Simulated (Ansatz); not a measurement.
# WSe2: a single-point run

Aim: a sound single-point run of WSe2. The structure is shown as the input types it. The cell is built on a prototype (3R-MoS2 type) and needn't be the phase found in nature.

Computed with Ansatz 0.2.0 (density functional or hybrid calculation with the settings of its input, plane waves (as first typed), unless a step's input says otherwise).

2 further runs of the same task are left out: 1 for a known fault of the program, 1 that didn't finish.

## Step 1: The structure to begin with

It takes space group R3m (No. 160, trigonal). Conventional cell: a = 3.302 Å, b = 3.302 Å, c = 19.739 Å, α = 90.00°, β = 90.00°, γ = 120.00°. W (site symmetry 3m) has 6 Se at 2.53 Å as nearest neighbours. Se (site symmetry 3m) is surrounded by 3 W at 2.53 Å.

Coordinates:

```
CELL_PARAMETERS angstrom
1.65107 0.95325 6.57965
-1.65107 0.95325 6.57965
0.00000 -1.90650 6.57965
ATOMIC_POSITIONS crystal
W 0.99998 0.99998 0.99998
Se 0.41765 0.41765 0.41765
Se 0.24903 0.24903 0.24903
```

## Step 2: The run

Input file input.yaml:

```yaml
crystal:
  lattice:
    - [1.6510739566, 0.9532479933, 6.5796479446]
    - [-1.6510739566, 0.9532479933, 6.5796479446]
    - [0.0, -1.9064959866, 6.5796479446]
  atoms:
    - { symbol: W, position: [-1.83143e-05, -1.83143e-05, -1.83143e-05] }
    - { symbol: Se, position: [0.4176504316, 0.4176504316, 0.4176504316] }
    - { symbol: Se, position: [0.2490345494, 0.2490345494, 0.2490345494] }
kpoints:
  mp_grid: { grid: [6, 6, 6] }
hamiltonian:
  xc: scan
scf:
  occupations: { method: fixed }
  n_extra_bands: 4
output:
  forces: true
  stress: true
  eigenvalues: true
```

Command:

```console
> ansatz run input.yaml --threads 4 --pin off --max-ram 3686MiB --backend cpu --events-out ev --progress --plain --runs-dir out
```

What happens when this is run?

The run ended at the input check. Its message: «line 13 column 7: hamiltonian.xc: unknown variant `scan`, expected one of `lda`, `lda-pw`, `pw92`, `pbe`, `pbesol`, `rpbe`, `revpbe`, `blyp`, ...»

The suspect setting: hamiltonian.xc is scan. No functional of that name is defined in this program.

Fix: set hamiltonian.xc to r2scan. Any name on the list would pass the check; a listed functional of a like name need not be the same functional.
